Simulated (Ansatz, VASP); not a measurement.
## One calculation of SnSe, two programs

Contents of INCAR:

```
SYSTEM = SnSe
ALGO     = Normal         ! electronic algorithm
EDIFF    = 1E-7           ! SCF threshold, eV
ENCUT    = 520            ! plane-wave cutoff, eV
GGA      = PE             ! functional
ISIF     = 2              ! what is computed and relaxed
ISMEAR   = 0              ! smearing method
IVDW     = 12             ! dispersion correction
LASPH    = .TRUE.         ! aspherical terms in the spheres
LCHARG   = .TRUE.         ! write CHGCAR
LELF     = .TRUE.         ! ELF
LREAL    = .FALSE.        ! projectors in reciprocal space
LVHAR    = .TRUE.       
LWAVE    = .FALSE.        ! write WAVECAR
NBANDS   = 17             ! bands
NELM     = 60             ! most SCF steps
PREC     = Accurate       ! precision mode
SIGMA    = 0.02           ! smearing width, eV
```

KPOINTS

```
k-points
0
G
  10 10 10
  0 0 0
```

The input POSCAR:

```
SnSe
1.0
    0.0000000000      3.0100000000      3.0100000000
    3.0100000000      0.0000000000      3.0100000000
    3.0100000000      3.0100000000      0.0000000000
Sn Se
1 1
Direct
    0.0000000000      0.0000000000      0.0000000000
    0.5000000000      0.5000000000      0.5000000000
```

Input for Ansatz:

```yaml
crystal:
  lattice:
    - [0.0, 3.01, 3.01]
    - [3.01, 0.0, 3.01]
    - [3.01, 3.01, 0.0]
  atoms:
    - { symbol: Sn, position: [0.0, 0.0, 0.0] }
    - { symbol: Se, position: [0.5, 0.5, 0.5] }
basis:
  ecutwfc: 420
kpoints:
  mp_grid: { grid: [10, 10, 10] }
hamiltonian:
  xc: pbe
  dispersion: d3bj
scf:
  occupations: { method: gaussian, width: 0.02 }
output:
  forces: true
  stress: true
  eigenvalues: true
  populations: true
```

Alike in both runs: task single point; functional PBE; dispersion D3(BJ); k mesh 10 × 10 × 10; occupations gaussian, width 0.02 eV; no spin polarisation.

```csv
,VASP,Ansatz
version,VASP 6.6.1,Ansatz 0.2.0
potentials or method,"VASP PAW PBE potentials, release 64 (Sn_d, Se)","scalar-relativistic, plane waves, PAW"
plane-wave cutoff (eV),520,420
valence electrons in the cell,20,30
```

```tsv
	VASP	Ansatz	Ansatz less VASP
gap on the k mesh at the Fermi level (eV)	0.50	0.50	0.000
least direct gap on the mesh (eV)	0.58	0.58	-0.001
pressure (GPa)	-1.1	-1.1	0.00
dispersion energy (meV/atom)	-353.3	-353.4	-0.09
```

The two sets of potentials don't hold the same shells in valence.

Caveats: spin-orbit coupling is left out, which moves the levels of the heavy elements. A k mesh can miss the band edges.
